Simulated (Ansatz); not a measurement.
Crystal: H.

```
CELL_PARAMETERS angstrom
-1.69153 1.69153 2.05847
1.69153 -1.69153 2.05847
1.69153 1.69153 -2.05847
ATOMIC_POSITIONS crystal
H 0.09014 0.09014 0.00000
H 0.90986 0.90986 0.00000
```

- Program: Ansatz 0.2.0
- Task: single point
- Functional: PBE
- Potentials or basis: all-electron LAPW, scalar-relativistic
- Cutoff: 717 eV (chosen from the basis error)
- Basis error allowed: 0.001 eV/atom
- k mesh: 11 × 11 × 11
- Occupations: fermi-dirac, width 0.05 eV
- Spin: no spin polarisation

On this cell: pressure 0.8 GPa; largest force 0.268 eV/Å; band gap on the k mesh 9.05 eV, indirect (least direct gap 9.84 eV).

The same run follows on a disturbed copy (atoms moved at random, drawn with an rms of 0.05 Å):

```
H
1.0
    -1.69153    1.69153    2.05847
     1.69153   -1.69153    2.05847
     1.69153    1.69153   -2.05847
H
2
Direct
  0.08199 0.09122 0.99944
  0.91475 0.93528 0.03530
```

Task: What does the disturbed cell give?

Result: The energy moves by -0.1 meV/atom; pressure 0.7 GPa; largest force 0.184 eV/Å; band gap on the k mesh 8.82 eV, indirect (least direct gap 9.57 eV).

Forces on the atoms (eV/Å):
```
H   -0.015 -0.008  0.183
H    0.015  0.008 -0.183
```

Stress tensor (GPa, compression positive):
```
 0.37  0.01 -0.08
 0.01  0.37 -0.04
-0.08 -0.04  1.35
```

Caveats: an odd mesh through Γ misses points on the zone boundary, where band edges often lie.
